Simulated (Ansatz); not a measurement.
Pb: equation of state with r2SCAN

Crystal: Pb.

```
Pb
1.0
    -1.97966    1.97966    1.97966
     1.97966   -1.97966    1.97966
     1.97966    1.97966   -1.97966
Pb
1
Direct
  0.00000 0.00000 0.00000
```

This isn't the form of Pb at room conditions, which is fcc.

```yaml
Program: Ansatz 0.2.0
Task: equation of state
Functional: r2SCAN
Potentials_or_basis: Ansatz PAW
Cutoff: 500 eV
Density_cutoff: 2000 eV
k_mesh: 9 × 9 × 9
Occupations: fermi-dirac, width 0.05 eV
Spin: no spin polarisation
```

| Item | Value |
| --- | --- |
| Equilibrium volume | 30.74 Å³/atom |
| Bulk modulus | 44 GPa |
| Pressure derivative of the bulk modulus | 5.5 |

Energy against volume, from the lowest point:
```tsv
volume (Å³/atom)	energy (meV/atom)
29.172	12.05
29.792	4.00
30.413	0.14
31.034	0.00
31.654	3.14
32.275	9.14
32.896	17.60
```

All runs of the series together: 19 s on 2 threads of AMD EPYC 7R43 64-Core Processor (Zen 3) (shared host).

Caveat: the PAW data sets were made with another functional, which shifts forces and pressure a little. The run has no spin-orbit coupling, so splittings on Pb are missing.
